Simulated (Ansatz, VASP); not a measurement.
Two plane-wave programs on Au

File INCAR:

```
ALGO = Normal
EDIFF = 1E-6
ENCUT = 520
GGA = PS
ISIF = 2
ISMEAR = -1
LASPH = T
LCHARG = F
LREAL = F
LWAVE = F
NBANDS = 12
NELM = 100
PREC = Accurate
SIGMA = 0.1
```

KPOINTS

```
k-points
0
Gamma
  13 13 13
```

File POSCAR:

```
Au
1.0
    2.6204087304      0.0000000000      0.0000000000
    0.0000000000      2.6204087304      0.0000000000
    0.0000000000      0.0000000000      2.6204087304
Au
1
Direct
    0.0000000000      0.0000000000      0.0000000000
```

Input for Ansatz:

```yaml
crystal:
  lattice:
    - [2.6204087304, 0.0, 0.0]
    - [0.0, 2.6204087304, 0.0]
    - [0.0, 0.0, 2.6204087304]
  atoms:
    - { symbol: Au, position: [0.0, 0.0, 0.0] }
hamiltonian:
  xc: pbesol
  pseudopotentials:
    kind: paw
    azcp:
      Au: "pseudopotentials/Au.paw.azcp"
basis:
  ecutwfc: 420
  fft_grid_basis: typed
kpoints:
  mp_grid: { grid: [13, 13, 13], shift: [0, 0, 0] }
magnetization:
  spin_polarized: false
scf:
  occupations: { method: fermi_dirac, width: 0.1 }
  lower_state_search: "off"
output:
  stress: true
```

Alike in both runs: task single point; functional PBEsol; k mesh 13 × 13 × 13; occupations fermi-dirac, width 0.1 eV; no spin polarisation.

```csv
,VASP,Ansatz
version,VASP 6.6.1,Ansatz 0.2.0
potentials or method,"VASP PAW PBE potentials, release 64 (Au)","plane waves (420 eV) with PAW, scalar-relativistic"
plane-wave cutoff (eV),520,420
valence electrons in the cell,11,19
```

|  | VASP | Ansatz | Ansatz less VASP |
| --- | --- | --- | --- |
| pressure (GPa) | 13.6 | 13.8 | +0.28 |

The functional is the same, so the differences come from potentials, cutoffs and numerics. The two sets of potentials don't hold the same shells in valence. Ansatz warned: «pseudo_functional_mismatch».

Caveats: the PAW data sets were made with another functional, which shifts forces and pressure a little (VASP). Spin-orbit coupling is left out, which matters for the levels of Au.
